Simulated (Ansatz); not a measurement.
Write the native input for Ansatz 0.2.0 that does the following.

```
Task                                : band structure
Functional                          : PBE
Potentials or basis                 : Ansatz PAW
Cutoff                              : 420 eV (not typed: the program's choice for these potentials)
k mesh                              : 7 × 7 × 7
Occupations                         : fermi-dirac, width 0.05 eV
Spin                                : no spin polarisation
Hubbard terms                       : Ti d U = 5 eV
Path                                : [["G", "Y", "T", "Z", "G", "X", "A1", "Y"], ["T", "X1"], ["X", "A", "Z"], ["L", "G"]]
Points for each segment of the path : 14
Hubbard projectors                  : ortho-atomic (the default)
Double counting                     : fll (the default)
```

TiSi2:

```xyz
6
Lattice="0.0000 4.1175 4.2629 2.3895 0.0000 4.2629 2.3895 4.1175 0.0000" Properties=species:S:1:pos:R:3 pbc="T T T"
Ti    3.5843    6.1763    6.3943
Ti    2.3895    4.1175    4.2629
Si    1.1948    3.3975    2.1314
Si    1.1948    0.7200    2.1314
Si    2.3895    1.3387    4.2629
Si    2.3895    6.8963    4.2629
```

The cell is a database's computed one.

One way to write it, as run:

input.yaml

```yaml
crystal:
  lattice:
    - [0.0, 4.1175163063, 4.2628978354]
    - [2.3895119538, 0.0, 4.2628978354]
    - [2.3895119538, 4.1175163063, 0.0]
  atoms:
    - { symbol: Ti, position: [0.75, 0.75, 0.75] }
    - { symbol: Ti, position: [0.5, 0.5, 0.5] }
    - { symbol: Si, position: [0.41256561, 0.08743439, 0.41256561] }
    - { symbol: Si, position: [0.08743439, 0.41256561, 0.08743439] }
    - { symbol: Si, position: [0.16256561, 0.83743439, 0.16256561] }
    - { symbol: Si, position: [0.83743439, 0.16256561, 0.83743439] }
hamiltonian:
  xc: pbe
  pseudopotentials: { kind: paw }
  hubbard: { sites: [{ species: Ti, l: d, u_eff: 5.0 }] }
kpoints:
  mp_grid: { grid: [7, 7, 7] }
  band_path:
    path:
      - [[0.0, 0.0, 0.0], [0.5, 0.0, 0.5], [1.0, 0.5, 0.5], [0.5, 0.5, 0.0], [0.0, 0.0, 0.0], [0.0, 0.4127457158, 0.4127457158], [0.5, 0.2443551471, 0.7443551471], [0.5, 0.0, 0.5]]
      - [[1.0, 0.5, 0.5], [1.0, 0.5872542842, 0.5872542842]]
      - [[0.0, 0.4127457158, 0.4127457158], [0.5, 0.7556448529, 0.2556448529], [0.5, 0.5, 0.0]]
      - [[0.5, 0.5, 0.5], [0.0, 0.0, 0.0]]
    npoints: 14
scf:
  occupations: { method: fermi_dirac, width: 0.05 }
  n_extra_bands: 15
output:
  forces: true
  stress: true
  eigenvalues: true
  fatbands: false
```

Potentials or basis: Ansatz PAW.

The run is started by

```bash
$ ansatz run input.yaml --threads 2 --pin off --max-ram 5632MiB --backend cpu --events-out ev --progress --plain --runs-dir out
```

Results of the run:

| Property | Result |
| --- | --- |
| Pressure | 6.4 GPa |
| Largest force | 0.121 eV/Å |
| Band gap on the k mesh | none (metal or under the smearing width) |

Caveat: U without spin polarisation on a metal has little footing; the U is typed as a test and isn't derived for this compound.

It took 17 s on 2 threads of Arm Neoverse V1, with other jobs on the host, peak memory 0.66 GiB.
